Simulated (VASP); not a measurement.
WS2:

```
CELL_PARAMETERS angstrom
0.00000 3.00794 3.00794
3.00794 0.00000 3.00794
3.00794 3.00794 0.00000
ATOMIC_POSITIONS crystal
W 0.00000 0.00000 0.00000
S 0.25000 0.25000 0.25000
S 0.75000 0.75000 0.75000
```

Measurements of this composition are mostly on another form, of space group No. 194.

Base run:

| Item | Value |
| --- | --- |
| Program | VASP 6.6.1 |
| Functional | PBEsol |
| Potentials or basis | VASP PAW PBE potentials, release 64 (W_sv, S) |
| Cutoff | 520 eV |
| k mesh | 6 × 6 × 6 |
| Occupations | gaussian, width 0.05 eV |
| Spin | collinear spin, ferromagnetic start |
| Starting moments | [0.5, 0.0, 0.0] μB |

Its results: band gap on the k mesh none (metal or under the smearing width); pressure -10.7 GPa; net moment 1.75 μB per cell; site moments W +1.40; S -0.04 μB.

Q: The run is repeated on the same cell with these changes: hubbard terms from none to W d U = 5 eV. What comes out?

A: Band gap on the k mesh none (metal or under the smearing width); pressure -2.7 GPa; net moment 1.96 μB per cell; site moments W +1.78; S -0.09 μB.

Caveats: the PAW data sets were made with another functional, which shifts forces and pressure a little.
